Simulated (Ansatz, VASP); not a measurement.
# Two plane-wave programs on Si

```
Si
1.0
     0.00000    2.71550    2.71550
     2.71550    0.00000    2.71550
     2.71550    2.71550    0.00000
Si
2
Direct
  0.00000 0.00000 0.00000
  0.25000 0.25000 0.25000
```

Alike in both runs: task single point; functional PBE; k mesh 6 × 6 × 6; occupations gaussian, width 0.1 eV; no spin polarisation.

```csv
,VASP,Ansatz
version,VASP 6.6.1,Ansatz 0.2.0
potentials or method,"VASP PAW PBE potentials, release 64 (Si)","scalar-relativistic, plane waves, PAW"
plane-wave cutoff (eV),520,420
valence electrons in the cell,8,8
```

VASP gave:

| Quantity | Value |
| --- | --- |
| gap on the k mesh at the Fermi level (eV) | 0.71 |
| least direct gap on the mesh (eV) | 2.56 |
| pressure (GPa) | 2.0 |

Task: Which values does Ansatz return?

Result: gap on the k mesh at the Fermi level (eV): 0.71; least direct gap on the mesh (eV): 2.56; pressure (GPa): 2.1.

A k mesh can miss the band edges.
